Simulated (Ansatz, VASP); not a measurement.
**Cross-check of GaN between VASP and Ansatz**

One calculation is typed for both programs; each brings its own data sets and cutoff. How far apart do they land?

Main program and level: Ansatz 0.2.0; plane waves, with VASP 6.6.1 beside it; single point at PBE, dielectric response at PBE and single point at r2SCAN.

## (1) The starting structure

It takes space group F-43m (No. 216, cubic). The conventional cell has a = 4.507 Å, b = 4.507 Å, c = 4.507 Å, α = 90.00°, β = 90.00°, γ = 90.00°. Ga has 4 N at 1.95 Å nearest. Nearest to N lie 4 Ga at 1.95 Å. Farther neighbours and most contacts between anions are not listed.

As a file:

```cif
data_structure
_symmetry_space_group_name_H-M 'P 1'
_symmetry_Int_Tables_number 1
_cell_length_a 3.1869
_cell_length_b 3.1869
_cell_length_c 3.1869
_cell_angle_alpha 60.000
_cell_angle_beta 60.000
_cell_angle_gamma 60.000
_cell_volume 22.89
loop_
_atom_site_label
_atom_site_type_symbol
_atom_site_fract_x
_atom_site_fract_y
_atom_site_fract_z
_atom_site_occupancy
Ga1 Ga 0.00000 0.00000 0.00000 1
N2 N 0.25000 0.25000 0.25000 1
```

## (2) VASP: single point, PBE

With cell and atoms fixed, the geometry can't cause a difference; cores, projectors, grids and the points listed under the comparison can.

Lines of VASP's logs that name or quote its potential files are left out, and so is its time.

File INCAR:

```
SYSTEM = GaN
PREC = Accurate
ENCUT = 520
EDIFF = 1E-07
NELM = 100
ISMEAR = 0
SIGMA = 0.05
LREAL = .FALSE.
ALGO = Normal
GGA = PE
NBANDS = 24
LWAVE = .FALSE.
LCHARG = .FALSE.
KPAR = 4
LOPTICS = .TRUE.
NEDOS = 2000
CSHIFT = 0.1
```

File POSCAR:

```
GaN
1.0
    0.0000000000      2.2535006075      2.2535006075
    2.2535006075      0.0000000000      2.2535006075
    2.2535006075      2.2535006075      0.0000000000
Ga N
1 1
Direct
    0.0000000000      0.0000000000      0.0000000000
    0.2500000000      0.2500000000      0.2500000000
```

File KPOINTS:

```
Automatic mesh
0
Gamma
13 13 13
0 0 0
```

PAW data sets: Ga_d and N (PBE family, release 64).

Launch:

```
> mpirun -np 4 vasp_std
```

Numbers of over 12 decimals in the logs are rounded to 6 here.

What it wrote:

```text
[banner, memory and clock lines left out]
running    4 mpi-ranks, on    1 nodes
 distrk:  each k-point on    1 cores,    4 groups
 distr:  one band on    1 cores,    1 groups

 POSCAR found type information on POSCAR GaN
 POSCAR found :  2 types and       2 ions
 LDA part: xc-table for (Slater+PW92), standard interpolation
 POSCAR, INCAR and KPOINTS ok, starting setup
 FFT: planning ... GRIDC
 FFT: planning ... GRID_SOFT
 FFT: planning ... GRID
 WAVECAR not read
 entering main loop
       N       E                     dE             d eps       ncg     rms          rms(c)
DAV:   1     0.107043697809E+03    0.10704E+03   -0.80427E+03  5000   0.135E+03
DAV:   2    -0.441768701403E+01   -0.11146E+03   -0.10131E+03  4432   0.319E+02
DAV:   3    -0.140251183286E+02   -0.96074E+01   -0.95287E+01  4784   0.639E+01
DAV:   4    -0.141429609248E+02   -0.11784E+00   -0.11782E+00  4552   0.756E+00
DAV:   5    -0.141437909205E+02   -0.83000E-03   -0.82999E-03  5056   0.612E-01    0.772E+00
DAV:   6    -0.121441423932E+02    0.19996E+01   -0.28478E+00  6504   0.264E+01    0.272E+00
DAV:   7    -0.121478000123E+02   -0.36576E-02   -0.26040E-01  4464   0.421E+00    0.175E+00
DAV:   8    -0.121421958469E+02    0.56042E-02   -0.42803E-02  4760   0.165E+00    0.721E-01
DAV:   9    -0.121393025804E+02    0.28933E-02   -0.49948E-03  5088   0.129E+00    0.207E-01
DAV:  10    -0.121396361603E+02   -0.33358E-03   -0.80333E-04  4664   0.207E-01    0.126E-01
DAV:  11    -0.121396127248E+02    0.23435E-04   -0.46012E-05  5440   0.669E-02    0.221E-02
DAV:  12    -0.121396126546E+02    0.70248E-07   -0.55762E-06  4752   0.162E-02    0.535E-03
DAV:  13    -0.121396124934E+02    0.16123E-06   -0.39078E-07  5184   0.120E-02    0.593E-04
DAV:  14    -0.121396124774E+02    0.15993E-07   -0.54922E-08  2904   0.147E-03
   1 F= -.12139612E+02 E0= -.12139612E+02  d E =-.352415E-11
 optical routines
 imaginary and real dielectric function
 recalculating local potential from charge density
 direction            1
 direction            2
 direction            3
```

From OUTCAR (step 2):

```text
ion  position               nearest neighbor table
   1  0.000  0.000  0.000-   2 1.95   2 1.95   2 1.95   2 1.95
   2  0.250  0.250  0.250-   1 1.95   1 1.95   1 1.95   1 1.95

  LATTYP: Found a face centered cubic cell.
 ALAT       =     4.5070012150

 Subroutine GETGRP returns: Found 24 space group operations
 (whereof 24 operations were pure point group operations)

The static configuration has the point symmetry T_d .

 Found     84 irreducible k-points:

   k-points           NKPTS =     84   k-points in BZ     NKDIM =     84   number of bands    NBANDS=     24

   dimension x,y,z NGX =    24 NGY =   24 NGZ =   24
   dimension x,y,z NGXF=    48 NGYF=   48 NGZF=   48

   ENCUT  =  520.0 eV  38.22 Ry    6.18 a.u.   5.93  5.93  5.93*2*pi/ulx,y,z

   NELECT =      18.0000    total number of electrons

 k-points in reciprocal lattice and weights: Automatic mesh
   0.00000000  0.00000000  0.00000000       0.000
   0.07692308  0.00000000  0.00000000       0.004
   0.15384615  0.00000000  0.00000000       0.004
   0.23076923  0.00000000  0.00000000       0.004
   0.30769231  0.00000000  0.00000000       0.004
   0.38461538  0.00000000  0.00000000       0.004
   0.46153846  0.00000000  0.00000000       0.004
   0.07692308  0.07692308  0.00000000       0.003
   0.15384615  0.07692308  0.00000000       0.011
[...]
-0.30769231  0.46153846  0.15384615       0.011
  -0.30769231  0.46153846  0.23076923       0.011

 average (electrostatic) potential at core
       1 -63.5201       2 -62.0806

 E-fermi :   5.4812

 k-point     1 :       0.0000    0.0000    0.0000
  band No.  band energies     occupation
    ...
      5      -7.8435      2.00000
      6      -7.8435      2.00000
      7       5.2799      2.00000
      8       5.2799      2.00000
      9       5.2799      2.00000
     10       7.0031      0.00000
     11      15.5763      0.00000
     12      15.5763      0.00000
     13      15.5763      0.00000
     14      22.8852      0.00000
    ...

 k-point     2 :       0.0769    0.0000    0.0000
  band No.  band energies     occupation
    ...
      5      -7.8444      2.00000
      6      -7.8444      2.00000
      7       4.5488      2.00000
      8       5.2156      2.00000
      9       5.2156      2.00000
     10       7.5915      0.00000
     11      15.2598      0.00000
     12      15.6780      0.00000
     13      15.6780      0.00000
     14      23.0228      0.00000
    ...

 k-point     3 :       0.1538    0.0000    0.0000
  band No.  band energies     occupation
    ...
      5      -7.8451      2.00000
      6      -7.8451      2.00000
      7       3.2339      2.00000
      8       5.0443      2.00000
      9       5.0443      2.00000
     10       8.4759      0.00000
     11      14.6352      0.00000
     12      15.8984      0.00000
     13      15.8984      0.00000
     14      22.2281      0.00000
    ...

  Total        0.7196855      0.7196855      0.7196855      0.0000000      0.0000000      0.0000000
  in kB       50.3790867     50.3790867     50.3790867      0.0000000      0.0000000      0.0000000
  external PRESSURE =      50.3790867 kB  Pullay stress =       0.0000000 kB

  energy-cutoff  :      520.00
  volume of cell :       22.89
      direct lattice vectors                 reciprocal lattice vectors
     0.000000000  2.253500607  2.253500607    -0.221877020  0.221877020  0.221877020
     2.253500607  0.000000000  2.253500607     0.221877020 -0.221877020  0.221877020
     2.253500607  2.253500607  0.000000000     0.221877020  0.221877020 -0.221877020

 POSITION                                       TOTAL-FORCE (eV/Angst)
 -----------------------------------------------------------------------------------
      0.00000      0.00000      0.00000        -0.000000      0.000000     -0.000000
      1.12675      1.12675      1.12675         0.000000     -0.000000      0.000000
 -----------------------------------------------------------------------------------
    total drift:                                0.000002      0.000002      0.000001

  FREE ENERGIE OF THE ION-ELECTRON SYSTEM (eV)
  ---------------------------------------------------
  free  energy   TOTEN  =       -12.1396124774 eV

  energy  without entropy=      -12.1396124774  energy(sigma->0) =      -12.13961248

 plasma frequency squared (from intraband transitions) (eV^2)
  --------------------------------------------------------------------------------------
       0.000      -0.000       0.000
      -0.000       0.000      -0.000
      -0.000      -0.000       0.000

[... 3 further parts left out ...]
```

## (3) Ansatz: single point, PBE

Ansatz runs on its default PAW (the set named soft_2) files.

The same cell, functional, mesh and smearing now go to Ansatz, which takes its cutoff from its data sets.

File input.yaml:

```yaml
crystal:
  lattice:
    - [0.0, 2.2535006075, 2.2535006075]
    - [2.2535006075, 0.0, 2.2535006075]
    - [2.2535006075, 2.2535006075, 0.0]
  atoms:
    - { symbol: Ga, position: [0.0, 0.0, 0.0] }
    - { symbol: "N", position: [0.25, 0.25, 0.25] }
hamiltonian:
  xc: pbe
  pseudopotentials: { kind: paw }
kpoints:
  mp_grid: { grid: [13, 13, 13] }
scf:
  occupations: { method: gaussian, width: 0.05 }
  n_extra_bands: 4
output:
  forces: true
  stress: true
  eigenvalues: true
```

Launch:

```
> ansatz run input.yaml --threads 2 --pin off --max-ram 4608MiB --backend cpu --events-out ev --progress --plain --runs-dir out
```

What it wrote:

```text
scf.n_extra_bands = 4 over 9 filled bands (N_el = 18.0): the run solves 13 bands
Engine: ansatz 0.2.0, aarch64-unknown-linux-gnu
Pseudopotentials: kind: paw
Pseudopotential: Ga, paw, valence charge 13, recommended cutoff 420 eV (normal), Ga.paw.azcp
Pseudopotential: N, paw, valence charge 5, recommended cutoff 420 eV (normal), N.paw.azcp
Functional definition: PBE
  parameter kappa = 0.804
  parameter beta = 0.066725
  exchange = pbe_x(kappa = kappa, mu = beta*pi^2/3)
  correlation = pbe_c(beta = beta)
Crystal: 2 atoms, lattice volume = 22.888 Å³
Basis set: ecut = 420 eV, 459 PW (Γ), exchange–correlation on 48×48×48 points (8 copies of the dense FFT grid, shifted against one another)
Bands: 13, of which v1, the nominal top of the filled ones, is band 9 counted from 1 (8 counted from 0)
Symmetry: 24 space group operations
Space group: F-43m (ITA 216), of the structure as read, at distance tolerance 2.8e-5 Å
k-points: 84 of 2197 (time reversal used)
Non-local potential: Ga, projectors of the file, l = 0: 2, l = 1: 2, l = 2: 3, l = 3: 1
Non-local potential: N, projectors of the file, l = 0: 2, l = 1: 2, l = 2: 1
PAW form: soft (Blöchl's): semilocal exchange-correlation on the pseudo side does not see the compensation charge
PAW one-centre angular grid: Ga, 590 points (default); XC on 64 Gauss nodes
PAW one-centre angular grid: N, 110 points (default); XC on 64 Gauss nodes
Initial density: superposition of atomic densities (neutral atoms: chi_scale 0, normalization atom), corrected by the library's trained network
Initial wavefunctions: pseudopotential atomic-orbital guess
Functional: x = pbe(κ = 0.804, μ = 0.219515), c = pbe(β = 0.066725)
SCF iter   1: F=—  HF=-4167.897922 eV  |F-HF|=—  |Δ(HF+E_count)|=         —  Δρ=6.29e-4  dr2=3.11e-5  ethr=1.77e-3  ⟨swp⟩=5.0  Hψ=5678  notcnv=0
preconditioner: auto → none  [insulator: Δε(μ)=1.714 eV  Ē_g=18.752 eV  σ=0.050 eV  W_gap=1.00  n_scr=8 (ndim 8)  ℏωp=32.9 eV  f_vac=0.001  D(μ)=0.00/eV (n_scr^D=0)  ε∞_Penn≈4.1]
SCF iter   2: F=—  HF=-4167.898209 eV  |F-HF|=—  |Δ(HF+E_count)|=   2.87e-4  Δρ=3.43e-4  dr2=9.68e-6  ethr=1.73e-7  ⟨swp⟩=2.8  Hψ=2624  notcnv=0
SCF iter   3: F=—  HF=-4167.898252 eV  |F-HF|=—  |Δ(HF+E_count)|=   4.30e-5  Δρ=1.21e-4  dr2=1.19e-6  ethr=5.38e-8  ⟨swp⟩=2.0  Hψ=1780  notcnv=0
SCF iter   4: F=—  HF=-4167.898258 eV  |F-HF|=—  |Δ(HF+E_count)|=   6.48e-6  Δρ=2.37e-5  dr2=9.62e-8  ethr=6.59e-9  ⟨swp⟩=2.0  Hψ=1848  notcnv=0
iter 5 did not close the SCF: its close was put off for the readings that it lacked (scf_convergence_deferred on its scf_iter line)
SCF iter   5: F=-4167.898258 eV  HF=-4167.898258 eV  |F-HF|=6.74e-9  |Δ(HF+E_count)|=   1.76e-8  Δρ=1.05e-5  dr2=9.65e-9  ethr=5.34e-10  ⟨swp⟩=2.0  Hψ=1848  notcnv=0
SCF iter   6: F=-4167.898258 eV  HF=-4167.898258 eV  |F-HF|=8.73e-11  |Δ(HF+E_count)|=   9.64e-9  Δρ=1.84e-6  dr2=3.00e-10  ethr=5.36e-11  ⟨swp⟩=1.4  Hψ=3480  notcnv=0
SCF 1 converged in 6 iterations: F = -4167.898258 eV  dr2 = 3.00e-10
  greatest PAW one-centre occupation: 0.995 electrons in one spin orbital (limit 2), on the Ga atom at site 0 (counted from 0), in its partial waves of l = 2
SCF converged after 6 iterations
Free energy (F): -4167.898258 eV
Harris-Foulkes:  -4167.898258 eV  (|F-HF|=8.73e-11)
Internal energy: -4167.898258 eV  (E = F + TS)
E sigma→0 (E₀):  -4167.898258 eV
Fermi energy:    10.508990 eV
--- Per-component energies (eV) ---
  E_band       = -5.648317
  E_kinetic    = 247.129552
  E_local      = -1949.938284  (includes V_loc(G=0)·N_el)
  E_nonlocal   = 474.307349
  E_hartree    = 897.106776
  E_xc         = -128.820328
  E_vxc        = -134.164036  (∫ρ·V_xc dr)
  E_paw        = -2120.248507  (= ΣΔE_a)
  E_vpaw       = -437.195895  (= ΣTr[D̂ρ^β])
  E_aug_tail   = 0.000139  (compensation charges beyond the density's cutoff)
  E_ewald      = -1587.434954
  E_smearing   = -0.000000  (= −TS)
  E_closure    = -0.000000  (closes the sum)
  Σ components = -4167.898258   (vs F -4167.898258, Δ=0.00e0)
--- Forces (eV/Å), atoms counted from 1 ---
  atom   1  Ga     0.00000000    -0.00000000     0.00000000
  atom   2  N     -0.00000000    -0.00000000     0.00000000
  max |Σ_I F_I| component: 3.24e-17 eV/Å
--- Stress (GPa, compression-positive) ---
        5.032480      -0.000000      -0.000000
       -0.000000       5.032480       0.000000
       -0.000000       0.000000       5.032480
  P = ⅓ Tr σ = 5.0325 GPa (50.325 kbar)
--- Band table (eV; the first three rows and the last of 84) ---
  k-point 0: bands = [... 5 lower, -3.5203, 9.6497, 9.6497, 9.6497, 11.3667, 19.9613, 19.9613, 19.9613]
  k-point 1: bands = [... 5 lower, -3.5212, 8.9184, 9.5857, 9.5857, 11.9564, 19.6435, 20.0627, 20.0627]
  k-point 2: bands = [... 5 lower, -3.5220, 7.6024, 9.4145, 9.4145, 12.8413, 19.0156, 20.2818, 20.2818]
  k-point 83: bands = [... 5 lower, -1.5832, 3.9332, 5.7739, 6.3565, 15.8436, 17.9298, 19.7640, 21.0560]
```

Elapsed: 1.4 s, on 2 threads of Arm Neoverse V1, shared host; peak memory 0.31 GiB; 2.5 s of CPU time.

The run ends at a pressure of 5.03 GPa.

## (4) Differences

Known differences besides the potentials themselves: the cutoff is 420 eV in Ansatz and 520 eV in VASP; VASP leaves aspherical gradient terms in its spheres out (LASPH is not set), Ansatz keeps them. Total energies have different zeros and are not compared.

The two programs side by side:

```csv
quantity,Ansatz,VASP,difference
pressure (GPa),5.03,5.04,-0.01
pressure without Ansatz's Pulay correction (GPa),4.52,5.04,-0.52
gap on the k mesh (eV),1.717,1.723,-0.006
```

A gap on the mesh is an upper bound, since the band edges may lie between its points. Ansatz's pressure holds a Pulay correction of 0.51 GPa; VASP's holds none.

## (5) VASP: dielectric response, PBE

The response to a field tests empty states and converges slowly with the mesh.

File INCAR:

```
SYSTEM = GaN
PREC = Accurate
ENCUT = 520
EDIFF = 1E-08
NELM = 100
ISMEAR = 0
SIGMA = 0.01
LREAL = .FALSE.
ALGO = Normal
GGA = PE
NBANDS = 15
LWAVE = .FALSE.
LCHARG = .FALSE.
KPAR = 4
LEPSILON = .TRUE.
```

POSCAR is that of step 2.

KPOINTS is that of step 2.

Launch:

```
> mpirun -np 4 vasp_std
```

What it wrote:

```text
[... set-up lines as in an earlier step ...]
 entering main loop
       N       E                     dE             d eps       ncg     rms          rms(c)
DAV:   1     0.855746802488E+02    0.85575E+02   -0.95524E+03  2735   0.216E+03
DAV:   2    -0.793070224457E+01   -0.93505E+02   -0.87741E+02  2906   0.342E+02
DAV:   3    -0.140622258533E+02   -0.61315E+01   -0.61032E+01  2730   0.758E+01
DAV:   4    -0.141426901660E+02   -0.80464E-01   -0.80447E-01  3262   0.937E+00
[...]
DAV:  13    -0.121396125450E+02    0.20653E-06   -0.98873E-07  3298   0.111E-02    0.256E-03
DAV:  14    -0.121396124814E+02    0.63674E-07   -0.52996E-08  3198   0.241E-03    0.431E-04
DAV:  15    -0.121396124793E+02    0.21096E-08   -0.35569E-09  2268   0.561E-04
   1 F= -.12139612E+02 E0= -.12139612E+02  d E =-.717612E-21
 Linear response reoptimize wavefunctions to high precision
DAV:   1    -0.121396124877E+02   -0.83924E-08   -0.33190E-10  2016   0.338E-04
DAV:   2    -0.121396124876E+02    0.18190E-10   -0.11628E-10  1673   0.110E-04
 Linear response G [H, r] |phi>, progress :
  Direction:   1
[...]
RMM:  11    -0.335121617708E+00    0.10380E-05   -0.10540E-07 19027   0.161E-04    0.161E-05
RMM:  12    -0.335121863243E+00   -0.24553E-06   -0.11514E-08 10960   0.801E-05    0.362E-06
 change of polarisation eV/A/(eV/A) component  2 :     0.094     0.622     0.063
 dielectric tensor                  component  2 :     0.745     5.920     0.499
 Linear response to external field, progress :
  Direction:   3
       N       E                     dE             d eps       ncg     rms          rms(c)
RMM:   1    -0.506493916658E-01   -0.50649E-01    0.16869E+00 11123   0.733E+00
RMM:   2    -0.318581796399E+00   -0.26793E+00   -0.31413E-02 21233   0.150E+00    0.869E-01
RMM:   3    -0.317531475224E+00    0.10503E-02   -0.44066E-03 20897   0.551E-01    0.510E-01
RMM:   4    -0.333907359503E+00   -0.16376E-01   -0.40467E-03 20653   0.573E-01    0.429E-02
[...]
RMM:  10    -0.335122415934E+00    0.13234E-05   -0.16013E-07 21346   0.459E-04    0.617E-05
RMM:  11    -0.335121549936E+00    0.86600E-06   -0.66300E-08 18940   0.158E-04    0.155E-05
RMM:  12    -0.335121803884E+00   -0.25395E-06    0.92019E-09  9998   0.754E-05    0.260E-06
 change of polarisation eV/A/(eV/A) component  3 :     0.077     0.110     0.622
 dielectric tensor                  component  3 :     0.605     0.870     5.920
 Born effective charges drift removed
```

Parts of OUTCAR (step 5):

```text
  Total        0.7199246      0.7199246      0.7199246      0.0000000      0.0000000     -0.0000000
  in kB       50.3958223     50.3958223     50.3958223      0.0000000      0.0000000     -0.0000000
  external PRESSURE =      50.3958223 kB  Pullay stress =       0.0000000 kB

 POSITION                                       TOTAL-FORCE (eV/Angst)
 -----------------------------------------------------------------------------------
      0.00000      0.00000      0.00000        -0.000000     -0.000000     -0.000000
      1.12675      1.12675      1.12675         0.000000      0.000000      0.000000
 -----------------------------------------------------------------------------------
    total drift:                                0.000002      0.000002      0.000001

 MACROSCOPIC STATIC DIELECTRIC TENSOR (including local field effects in DFT)
 ------------------------------------------------------
           5.919787    -0.000000     0.000000
           0.000000     5.919787     0.000000
          -0.000000     0.000000     5.919787
 ------------------------------------------------------

[... 1 part as in an earlier step ...]

[... 1 further part left out ...]
```

## (6) Ansatz: dielectric response, PBE

The same cell, functional and mesh now go to Ansatz, which takes its cutoff from its data sets.

input.yaml, the sections that differ from step 3:

```yaml
scf:
  occupations: { method: fixed }
dielectric:
  method: response
# crystal, hamiltonian, kpoints: as in step 3
# output: removed
```

Launch:

```
> ansatz run input.yaml --threads 2 --pin off --max-ram 4608MiB --backend cpu --events-out ev --progress --plain --runs-dir out
```

What it wrote:

```text
[...]
Crystal: 2 atoms, lattice volume = 22.888 Å³
Basis set: ecut = 420 eV, 459 PW (Γ), exchange–correlation on 48×48×48 points (8 copies of the dense FFT grid, shifted against one another)
Bands: 13, of which v1, the nominal top of the filled ones, is band 9 counted from 1 (8 counted from 0)
Symmetry: 24 space group operations
k-points: 343 of 2197 (irreducible under 4 space group operations, time reversal used)
[...]
site 0:
         2.67152   -0.00000    0.00000
         0.00000    2.67152    0.00000
         0.00000    0.00000    2.67152
    site 1:
        -2.67152    0.00000   -0.00000
        -0.00000   -2.67152   -0.00000
        -0.00000   -0.00000   -2.67152
  Z* charge neutrality: 5.067e-4 e pre-enforcement
  solved inside a basis spanned on kpoints, on 14×14×14 k-points, its susceptibility summed on 18×18×18: ε∞ is read to err by 1.6e-2, Z* by 1.4e-2 e (field_mesh: kpoints solves on kpoints); Z* is corrected for what the basis lacks
[key lines of the parts left out:]
SCF converged after 8 iterations
Free energy (F): -4167.898258 eV
Fermi energy:    9.649711 eV
```

Wall time 47 s (2 threads); peak memory 0.74 GiB; 92 s of CPU time.

## (7) Side by side

What differs besides the data sets and the points named for the pairs above, as far as they apply: VASP's response is taken on the typed mesh, Ansatz refines its own for the field response alone. Total energies have different zeros and are not compared.

Compared:

```csv
quantity,Ansatz,VASP,difference
ε∞ xx,5.97,5.92,+0.77 %
ε∞ yy,5.97,5.92,+0.77 %
ε∞ zz,5.97,5.92,+0.77 %
Born charge of Ga1 (mean of the diagonal) (e),2.67,2.66,+0.01
Born charge of N2 (mean of the diagonal) (e),-2.67,-2.66,-0.01
```

(Part 1 of 2 ends here.)

[Lines on the potential files, build, host, timing and source positions are cut from VASP's logs without a mark.]

[Logs are printed without paths, hosts, clocks, repeated set-up lines and the standing remarks that a program may print on its own settings, such as how far it seeks lower states.]

[Hosts, paths, dates, database ids (printed as entryN), source tags and the programs' standing remarks are cut or masked in the printed files.]
